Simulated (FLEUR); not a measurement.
The system is Au.

```
Au
1.0
     0.00000    2.03500    2.03500
     2.03500    0.00000    2.03500
     2.03500    2.03500    0.00000
Au
1
Cartesian
  0.0000 0.0000 0.0000
```

```yaml
Program: FLEUR MaX-R8.1 (later development tree)
Task: single point
Functional: PBEsol
Potentials_or_basis: all-electron
Basis: FLAPW
Kmax: 4.1 1/bohr
k_mesh: 11 × 11 × 11
Occupations: fermi-dirac, width 0.05 eV
Spin: no spin polarisation
Gmax: 12.7 1/bohr
Muffin-tin_radii: Au 2.47 bohr
lmax: Au 10
lnonsphr: Au 10
Local_orbitals_a_species: Au 5
Max_iterations: 60
Mixing_factor: 0.05
Mixer: Anderson
Mixer_history: 15
```

On this cell: band gap on the k mesh none (metal or under the smearing width).

The same run follows on a disturbed copy (cell strained at random at fixed volume):

```
CELL_PARAMETERS angstrom
0.05952 2.03278 2.02390
2.06284 0.03015 2.05328
2.07413 2.07344 0.01886
ATOMIC_POSITIONS crystal
Au 0.99810 0.99583 0.01853
```

**Question.** What changes?

**Answer.** The energy (extrapolated to zero smearing) moves by +5.9 meV/atom; band gap on the k mesh none (metal or under the smearing width).
